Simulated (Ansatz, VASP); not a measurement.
## Pb in VASP and in Ansatz

```
CELL_PARAMETERS angstrom
2.16200 1.24823 4.00916
-2.16200 1.24823 4.00916
0.00000 -2.49646 4.00916
ATOMIC_POSITIONS crystal
Pb 0.22754 0.22754 0.22754
Pb 0.77246 0.77246 0.77246
```

Alike in both runs: task relaxation of cell and atoms; functional PBE; k mesh 6 × 6 × 6; occupations gaussian, width 0.1 eV; no spin polarisation.

```csv
,VASP,Ansatz
version,VASP 6.6.1,Ansatz 0.2.0
potentials or method,"VASP PAW PBE potentials, release 64 (Pb_d)","scalar-relativistic, plane waves, PAW"
plane-wave cutoff (eV),600,420
valence electrons in the cell,28,28
```

Ansatz gave:

| Item | Value |
| --- | --- |
| gap on the k mesh at the Fermi level, each at its own relaxed structure (eV) | none |
| relaxed volume (Å³/atom) | 31.98 |
| relaxed cell length with the largest relative difference (Å) | 5.888 |
| energy change over the relaxation (meV/atom) | -408 |

Estimate VASP's values.

gap on the k mesh at the Fermi level, each at its own relaxed structure (eV): none; relaxed volume (Å³/atom): 34.39; relaxed cell length with the largest relative difference (Å): 4.808; energy change over the relaxation (meV/atom): -244.

A gap of «none» marks a metal or a gap that the smearing closes. One of these differences is far larger than is usual between the two programs; its cause wasn't traced.

Spin-orbit coupling is left out, which matters for the levels of Pb.
